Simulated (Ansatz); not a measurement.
Zinc-blende ZnTe was calculated with PBE-D3(BJ) (PAW; Ansatz, an electronic-structure program).

Numerical settings: plane-wave cutoff 500 eV, 10×10×10 k mesh, gaussian smearing 0.02 eV, scalar-relativistic PAW data made under PBE.

Computed at the level's own relaxed cell.

Q: Give the computed volume per atom, lattice constant a and band gap.

A: 
- volume per atom: 28.16 Å³/atom
- lattice constant a: 6.084 Å
- band gap: 1.29 eV (on the SCF k mesh)

Measured, for comparison: band gap 2.43 eV (zero-point renormalisation of 40 meV (experimental, the table's column) added back here, direct; inputs from Miglio et al. (2020), arXiv:2011.12765); equilibrium volume per atom 28.42 Å³/atom (room temperature, not corrected to a static lattice; as tabulated in Albrecht et al. (1997), arXiv:cond-mat/9706128); lattice constant a 6.104 Å (room temperature, not corrected to a static lattice, our sources range from 6.089 to 6.104; as tabulated in Albrecht et al. (1997), arXiv:cond-mat/9706128). Computed (rounded) less measured: equilibrium volume per atom -0.9 %, lattice constant a -0.3 % (-0.1 % to -0.3 % over the range). A static lattice is as a rule a little smaller and stiffer than an uncorrected measurement, which can account for part of this.

Spin–orbit coupling is not included; with these elements it can move the gap by several tenths of an eV or more.

Cost on a shared machine: about 23 core-seconds (a rough figure).
